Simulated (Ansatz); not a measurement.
Two G0W0 runs on Si3N4 (I-43d).

```cif
data_structure
_symmetry_space_group_name_H-M 'P 1'
_symmetry_Int_Tables_number 1
_cell_length_a 5.6073
_cell_length_b 5.6073
_cell_length_c 5.6073
_cell_angle_alpha 109.471
_cell_angle_beta 109.471
_cell_angle_gamma 109.471
_cell_volume 135.72
loop_
_atom_site_label
_atom_site_type_symbol
_atom_site_fract_x
_atom_site_fract_y
_atom_site_fract_z
_atom_site_occupancy
Si1 Si 0.25000 0.12500 0.87500 1
Si2 Si 0.87500 0.25000 0.12500 1
Si3 Si 0.75000 0.37500 0.62500 1
Si4 Si 0.62500 0.75000 0.37500 1
Si5 Si 0.12500 0.87500 0.25000 1
Si6 Si 0.37500 0.62500 0.75000 1
N7 N 0.56280 0.56280 0.56280 1
N8 N 0.43720 0.50000 0.00000 1
N9 N 0.50000 0.00000 0.93720 1
N10 N 0.00000 0.43720 0.50000 1
N11 N 0.93720 0.50000 0.00000 1
N12 N 0.06280 0.06280 0.06280 1
N13 N 0.00000 0.93720 0.50000 1
N14 N 0.50000 0.00000 0.43720 1
```

The cell and positions come from the Crystallography Open Database and are kept as given unless a step says otherwise. This is not the form that Si3N4 usually takes at ambient conditions. PAW set soft_2, made with PBE.

The first (Ansatz 0.2.0; start LDA, 4×4×4 mesh, 102 empty bands, screening to 48 eV; 1 × NVIDIA H100 80GB HBM3 (shared by 6 runs) with 3 threads of AMD EPYC 7R13 (Zen 3), shared host) gave, on its mesh: starting gap 3.95 eV, G0W0 gap 5.30 eV, RPA ε∞ (mean) 4.64, 13 s.

Question: The second changes empty bands from 102 to 289 and screening cutoff (eV) from 48 to 96. What does it give?

It gave: starting gap 3.95 eV, G0W0 gap 5.42 eV, RPA ε∞ (mean) 4.56, 22 s. The G0W0 gap moves by +0.12 eV, +0.00 eV from the start and +0.12 eV from the correction. Σc changes by −0.47 eV at the valence top and −0.36 eV at the conduction bottom, and Σx − Vxc between them by +0.00 eV.

Limits: not at the basis limit.

[Paths, hosts, dates, memory and timing lines, banners, echoed tables and standing remarks are left out of the program output.]

[Logs are printed without paths, hosts, clocks, repeated set-up lines and the standing remarks that a program may print on its own settings, such as how far it seeks lower states.]

[Runs of the session that timed out or met a known fault of the program may be left out.]

[Cells called generated may have been cut or substituted from an entry of the Crystallography Open Database or the Materials Project.]

[Hosts, paths, dates, database ids (printed as entryN), source tags and the programs' standing remarks are cut or masked in the printed files.]
